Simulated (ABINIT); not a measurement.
Crystal: MgB2.

```
Mg B
1.0
     3.08500    0.00000    0.00000
    -1.54250    2.67169    0.00000
     0.00000    0.00000    3.52300
Mg B
1 2
Direct
  0.00000 0.00000 0.00000
  0.66667 0.33333 0.50000
  0.33333 0.66667 0.50000
```

- Program: ABINIT 10.8.3 (patched build)
- Task: relaxation of cell and atoms
- Functional: PBE
- Dispersion: D2
- Potentials or basis: JTH PAW PBE v2.0
- Cutoff: 517 eV
- k mesh: 10 × 10 × 8
- Occupations: fermi-dirac, width 0.05 eV
- Spin: no spin polarisation

At the start: pressure -4.5 GPa; volume 9.68 Å³/atom.

Task: Where does the relaxation end?

Result: Over 5 steps the energy falls by 4.3 meV/atom and the volume is 9.38 Å³/atom (-3.1 %); space group P6/mmm (No. 191, to 0.05 Å).

The path:
```
step  energy change (eV)  largest force (eV/Å)  pressure (GPa)  volume (Å³)
   1              0.0000                0.0000           -4.52        29.04
   2             -0.0092                0.0000           -2.48        28.64
   3             -0.0127                0.0000            0.00        28.18
   4             -0.0128                0.0000           -0.04        28.18
   5             -0.0130                0.0000           -0.03        28.14
```

Final structure:
```yaml
crystal:
  lattice:
    - [3.05377, 0.00000, 0.00000]
    - [-1.52688, 2.64464, 0.00000]
    - [0.00000, 0.00000, 3.48421]
  atoms:
    - { symbol: Mg, position: [0.00000, 0.00000, 0.00000] }
    - { symbol: B, position: [0.66667, 0.33333, 0.50000] }
    - { symbol: B, position: [0.33333, 0.66667, 0.50000] }
```

Caveat: pairwise dispersion overbinds metals, which lowers pressure and volume; the atomic spheres overlap.
